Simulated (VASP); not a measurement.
Input of a VASP 6.6.1 run:

The input run.py:

```python
from ase.calculators.vasp import Vasp
from ase.dft.bandgap import bandgap
from ase.io import read

atoms = read('I.xyz')
calc = Vasp(
    directory='calc',
    xc='pbe',
    pp='PBE',
    setups='materialsproject',
    prec='Accurate',
    encut=520,
    ediff=1e-07,
    ismear=0,
    sigma=0.05,
    lreal=False,
    lasph=True,
    nelm=60,
    algo='Normal',
    isif=2,
    lwave=False,
    lcharg=False,
    kpts=[9, 9, 9],
    gamma=True,
)
atoms.calc = calc

print('energy (eV):', atoms.get_potential_energy())
print('free energy (eV):', atoms.get_potential_energy(force_consistent=True))
print('forces (eV/A):')
print(atoms.get_forces())
print('stress (eV/A^3, Voigt):', atoms.get_stress())
print('Fermi level (eV):', calc.get_fermi_level())
gap, top, bottom = bandgap(calc)
print('band gap (eV):', gap, 'from (spin, k, band)', top, 'to', bottom)
```

The input I.xyz:

```xyz
1
Lattice="-2.0893754423 2.0893754423 2.0893754423 2.0893754423 -2.0893754423 2.0893754423 2.0893754423 2.0893754423 -2.0893754423" Properties=species:S:1:pos:R:3 pbc="T T T"
I      0.0000000000      0.0000000000      0.0000000000
```

Potentials or basis: VASP PAW PBE potentials, release 64 (I).

Run with:

```console
$ python run.py
```

Q: Estimate the pressure.

A: -0.2 GPa.

Q: Predict the band gap on the k mesh.

A: None (metal or under the smearing width).

Caveat: an odd number of electrons without spin polarisation forces a metal; a magnetic or distorted state may lie lower. The run has no spin-orbit coupling, so splittings on I are missing.
